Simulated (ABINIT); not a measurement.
## W in ABINIT: convergence with nband

Crystal: W.

```
W
1.0
    -1.58234    1.58234    1.58234
     1.58234   -1.58234    1.58234
     1.58234    1.58234   -1.58234
W
1
Direct
  0.00000 0.00000 0.00000
```

```yaml
Program: ABINIT 10.8.3 (patched build)
Task: single point
Functional: PBE
Potentials_or_basis: PseudoDojo NC SR PBE v0.5 standard
Cutoff: 1007 eV
k_mesh: 12 × 12 × 12
Occupations: fermi-dirac, width 0.1 eV
Spin: no spin polarisation
```

These are the settings of the first run; the series varies nband, with any setting tied to it.

Hardware: 1 thread of Arm Neoverse V2, with other jobs on the host.

```
nband  energy less the tightest run, at zero smearing (meV/atom)  SCF cycles  CPU time (s)  peak memory (GiB)
    8                                                       0.08          12            21               0.07
    9                                                       0.00           8            17               0.07
   10                                                       0.00           7            17               0.07
   11                                                       0.00           7            18               0.07
   12                                                       0.00           7            20               0.07
   15                                                       0.00           6            22               0.08
   21                                                       0.00           7            35               0.08
```

Against the tightest run, the energy stays within 1 meV/atom from 8 on. The tightest run that finished is the yardstick and may itself not be fully converged.

The run has no spin-orbit coupling, so splittings on W are missing.
